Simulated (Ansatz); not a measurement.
**Structure relaxation of SiO₂**

Method: DFT PBE, scalar-relativistic, plane waves, PAW in Ansatz 0.2.0. Cutoff 420 eV, Γ-centred k mesh, Gaussian smearing, no spin polarisation in the final step.

SiO₂ was placed on the anti-cuprite structure type (Pn-3m, No. 224), with Si in place of O, O in place of Cu, at a guessed volume.

```
Si O
1.0
     4.31947    0.00000    0.00000
     0.00000    4.31947    0.00000
     0.00000    0.00000    4.31947
Si O
2 4
Cartesian
  0.0000 0.0000 0.0000
  2.1597 2.1597 2.1597
  1.0799 1.0799 1.0799
  1.0799 3.2396 3.2396
  3.2396 3.2396 1.0799
  3.2396 1.0799 3.2396
```

Cell and atoms relax at zero pressure; the relaxation can't lower the symmetry of the start. After a coarse first stage the cell is made exact in the group found at 0.06 Å.

Energies over the elements count from the elements' standard structures at the same level (O₂ as a molecule), with no empirical corrections.

(1) Describe the relaxed structure.

(2) What are its volume, energy, density and gap?

Results:

(1) It keeps Pn-3m (No. 224). The result still has the anti-cuprite structure. Conventional cell: a = 3.808 Å. Si is coordinated by 4 O at 1.65 Å; O is coordinated by 2 Si at 1.65 Å.

```cif
data_structure
_symmetry_space_group_name_H-M 'Pn-3m:1'
_symmetry_Int_Tables_number 224
_cell_length_a 3.8079
_cell_length_b 3.8079
_cell_length_c 3.8079
_cell_angle_alpha 90.000
_cell_angle_beta 90.000
_cell_angle_gamma 90.000
_cell_volume 55.22
loop_
_atom_site_label
_atom_site_type_symbol
_atom_site_symmetry_multiplicity
_atom_site_Wyckoff_symbol
_atom_site_fract_x
_atom_site_fract_y
_atom_site_fract_z
_atom_site_occupancy
Si1 Si 2 a 0.00000 0.00000 0.00000 1
O1 O 4 b 0.25000 0.25000 0.25000 1
```

(2) The volume per atom is 9.20 Å³. The density is 3.61 g/cm³, the energy over the elements is -2.391 eV/atom and the gap on the 6×6×6 mesh is 4.52 eV.

The final run used a 6×6×6 mesh on its 6-atom cell and 0.02 eV smearing. A structure relaxed within its symmetry needn't be a true minimum. The steps took roughly 14 core-seconds in all.

Cost: 3 runs of about 0.23 core-minutes in all, on Arm Neoverse V1 (shared hosts).